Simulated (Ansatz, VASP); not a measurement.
One calculation of LiCl, two programs

```
CELL_PARAMETERS angstrom
0.00000 2.52138 2.52138
2.52138 0.00000 2.52138
2.52138 2.52138 0.00000
ATOMIC_POSITIONS crystal
Li 0.00000 0.00000 0.00000
Cl 0.50000 0.50000 0.50000
```

Alike in both runs: functional r2SCAN; k mesh 10 × 10 × 10; occupations fermi-dirac, width 0.02 eV; no spin polarisation.

Ansatz relaxed the structure, and its values are those at the end. VASP's run is a single point on that final structure, the one shown.

```csv
,VASP,Ansatz
version,VASP 6.6.1,Ansatz 0.2.0
potentials or method,"VASP PAW PBE potentials, release 64 (Li_sv, Cl)",PAW plane waves
plane-wave cutoff (eV),520,500
valence electrons in the cell,10,10
```

VASP gave:

```
gap on the k mesh at the Fermi level (eV) : 7.60
```

Problem. Estimate Ansatz's values.

Solution. gap on the k mesh at the Fermi level (eV): 7.56.

Ansatz warned: «stress_scf_threshold_loose».

Caveats: the PAW data sets were made with another functional, which shifts forces and pressure a little (VASP). r2SCAN opens gaps a little over a GGA but as a rule still falls short of measured ones. A k mesh can miss the band edges.
